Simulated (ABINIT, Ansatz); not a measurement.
Moving the pressure in BN

The cell as given:

```
N B
1.0
     0.00000    1.81300    1.81300
     1.81300    0.00000    1.81300
     1.81300    1.81300    0.00000
N B
1 1
Direct
  0.25000 0.25000 0.25000
  0.00000 0.00000 0.00000
```

Kept alike: task relaxation of cell and atoms; functional PBE; k mesh 13 × 13 × 13; occupations fermi-dirac, width 0.05 eV; no spin polarisation. Program: ABINIT, JTH PAW PBE v2.0, cutoff 707 eV. The mesh is that of the run's cell of 2 atoms. No spin-orbit coupling.

```csv
"pressure, P (GPa)",volume (Å³/atom)
0,5.955
5,5.877
10,5.804
20,5.669
30,5.548
```

The relaxations keep at least the cell's symmetry (F-43m). The runs follow the start's structure, whether or not it is the stable one at these pressures.

The volume falls from 5.955 to 5.548 Å³/atom between 0 and 30 GPa. The volume falls ever more slowly, since the solid stiffens under load. At the pressures aimed at, which the runs meet within some tenths of a GPa, the step from 0 to 5 GPa gives a mean bulk modulus near 379 GPa, the last step 464 GPa. A twin series (Ansatz, all-electron LAPW, scalar-relativistic) moves it by -0.4066 between 0 and 30, against -0.4070 Å³/atom here.

Zinc-blende BN is very hard to compress, and the mean bulk modulus rises from near 379 GPa in the first step to 464 GPa in the last. The resistance comes from a three-dimensional network of short, strong, polar sp³ bonds. Both atoms are second-row elements with no p shell in the core, so their 2p orbitals are compact and overlap well at short range. In this structure the atoms sit on sites fixed by symmetry, so the network cannot yield by rotating or bending its tetrahedra, and all of the volume loss must come from shorter B–N bonds. As these shorten, Pauli repulsion and the kinetic energy of the confined valence electrons climb faster than the bonding gain, which accounts for the steady stiffening across all the steps.

The near-identical contraction in the all-electron series suggests that the PAW description of the cores remains sound under compression. The data support low compressibility but not hardness as such, which also depends on the resistance to shear and on how bonds break.
